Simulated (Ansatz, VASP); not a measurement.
**Two plane-wave programs on CaO**

Contents of INCAR:

```
  PREC = Accurate
  ENCUT = 520
  EDIFF = 1E-6
  ISMEAR = 0
  SIGMA = 0.01
  LREAL = False
  LASPH = True
  NELM = 60
  ALGO = Normal
  ISIF = 2
  LWAVE = False
  LCHARG = True
  GGA = PE
  LELF = True
  LVHAR = True
  NBANDS = 15
```

KPOINTS

```
Automatic mesh
0
Gamma
  8 8 8
```

The input POSCAR:

```
CaO
1.0
    0.0000000000      2.3907810659      2.3907810659
    2.3907810659      0.0000000000      2.3907810659
    2.3907810659      2.3907810659      0.0000000000
Ca O
1 1
Direct
    0.0000000000      0.0000000000      0.0000000000
    0.5000000000      0.5000000000      0.5000000000
```

Input for Ansatz:

```yaml
crystal:
  lattice:
    - [0.0, 2.3907810659, 2.3907810659]
    - [2.3907810659, 0.0, 2.3907810659]
    - [2.3907810659, 2.3907810659, 0.0]
  atoms:
    - { symbol: Ca, position: [0.0, 0.0, 0.0] }
    - { symbol: O, position: [0.5, 0.5, 0.5] }
kpoints:
  mp_grid: { grid: [8, 8, 8] }
hamiltonian:
  xc: pbe
scf:
  occupations: { method: fixed }
  n_extra_bands: 4
output:
  forces: true
  stress: true
  eigenvalues: true
```

Alike in both runs: task single point; functional PBE; k mesh 8 × 8 × 8; no spin polarisation.

|  | VASP | Ansatz |
| --- | --- | --- |
| version | VASP 6.6.1 | Ansatz 0.2.0 |
| potentials or method | VASP PAW PBE potentials, release 64 (Ca_sv, O) | plane waves, PAW |
| plane-wave cutoff (eV) | 520 | 420 |
| occupations | gaussian, width 0.01 eV | fixed |
| valence electrons in the cell | 16 | 16 |

```csv
,VASP,Ansatz,Ansatz less VASP
gap on the k mesh at the Fermi level (eV),3.63,3.65,+0.021
pressure (GPa),4.1,3.5,-0.62
```

A k mesh can miss the band edges.
